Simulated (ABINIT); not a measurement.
GaSb:

```
CELL_PARAMETERS angstrom
0.00000 3.05900 3.05900
3.05900 0.00000 3.05900
3.05900 3.05900 0.00000
ATOMIC_POSITIONS crystal
Sb 0.75000 0.75000 0.75000
Ga 0.00000 0.00000 0.00000
```

Base run:

```yaml
Program: ABINIT 10.8.3 (patched build)
Functional: PBEsol
Potentials_or_basis: PseudoDojo NC SR PBEsol v0.4.1 standard
Cutoff: 980 eV
k_mesh: 6 × 6 × 6
Occupations: fermi-dirac, width 0.05 eV
Spin: no spin polarisation
```

Its results: band gap on the k mesh none (metal or under the smearing width); pressure -1.5 GPa.

**Question.** The run is repeated on the same cell with these changes: potentials or basis from PseudoDojo NC SR PBEsol v0.4.1 standard to PseudoDojo NC SR PBEsol v0.4 stringent; cutoff from 980 eV to 1551 eV; valence electrons from 28 to 44. What comes out?

**Answer.** Band gap on the k mesh none (metal or under the smearing width); pressure -0.1 GPa.

Caveats: this crystal is a semiconductor, whose small gap the functional closes, so the metal is an error of the method.

Not every run made on this cell is shown here.
